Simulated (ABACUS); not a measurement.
Crystal: Mo.

```
Mo
1.0
    -1.58381    1.58381    1.58381
     1.58381   -1.58381    1.58381
     1.58381    1.58381   -1.58381
Mo
1
Direct
  0.00000 0.00000 0.00000
```

Base run:

| Property | Result |
| --- | --- |
| Program | ABACUS 3.10.1 |
| Functional | LDA |
| Potentials or basis | PseudoDojo NC SR 0.4.1 LDA standard |
| Cutoff | 1102 eV |
| Density cutoff | 4408 eV |
| Basis | plane waves |
| k mesh | 10 × 10 × 10 |
| Occupations | fermi-dirac, width 0.05 eV |
| Spin | no spin polarisation |

Its results: band gap on the k mesh none (metal or under the smearing width); pressure -13.7 GPa.

Q: The run is repeated on the same cell with these changes: functional from LDA to AM05; potentials or basis from PseudoDojo NC SR 0.4.1 LDA standard to PseudoDojo NC SR 0.5 PBE stringent. What comes out?

A: Band gap on the k mesh none (metal or under the smearing width); pressure -10.0 GPa.

Caveats: the potentials were made for another functional, which shifts forces and pressure (some runs).

Not every run made on this cell is shown here.
